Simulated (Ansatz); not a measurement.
Runs of Ansatz 0.2.0 on Cu. It takes space group Fm-3m (No. 225, cubic). Conventional cell: a = 3.615 Å, b = 3.615 Å, c = 3.615 Å, α = 90.00°, β = 90.00°, γ = 90.00°. Cu (site symmetry m-3m) is surrounded by 12 Cu at 2.56 Å. 

```csv
task,level,k mesh,cutoff (eV),smearing,points for each segment of the path,mesh quality,gap on the mesh (eV),pressure (GPa),V0 of scaled cells (Å³/atom),B0 (GPa)
band structure,HSE03,7 × 7 × 7,420,fermi-dirac 0.05 eV,4,coarse,none,-,-,-
equation of state,PBE+D3(BJ),13 × 13 × 13,420,fermi-dirac 0.05 eV,-,not flagged,-,-,11.31,(c)
equation of state,r2SCAN+D4,13 × 13 × 13,500,fermi-dirac 0.05 eV,-,not flagged,-,-,11.27,(a)
single point,PBE,22 × 22 × 22,420,fermi-dirac 0.05 eV,-,not flagged,none,1.8,-,-
equation of state,BLYP+D4,13 × 13 × 13,420,fermi-dirac 0.05 eV,-,not flagged,-,-,11.43,161
single point,r2SCAN50,7 × 7 × 7,500,fermi-dirac 0.05 eV,-,coarse,none,-,-,-
density of states,r2SCAN+rVV10,13 × 13 × 13,500,cold 0.15 eV,-,not flagged,none,(b),-,-
band structure,BPBE,13 × 13 × 13,420,fermi-dirac 0.05 eV,14,not flagged,none,1.5,-,-
```

Alike in all rows: potentials or basis Ansatz PAW; no spin polarisation; cell as given.

Question: Estimate the missing entries.

Answer: (a) 172; (b) -7.0; (c) 167.

Caveats: some runs use coarse meshes; the PAW data sets come from PBE, with cores solved anew for the run's functional, which leaves a small shift of forces and pressure (some runs); the potentials were made for another functional, which shifts forces and pressure (some runs); pairwise dispersion overbinds metals, which lowers pressure and volume (some runs).

A k mesh can miss the band edges.

A gap of «none» marks a metal or a gap under the smearing width.

Not every run made on this cell is shown here.
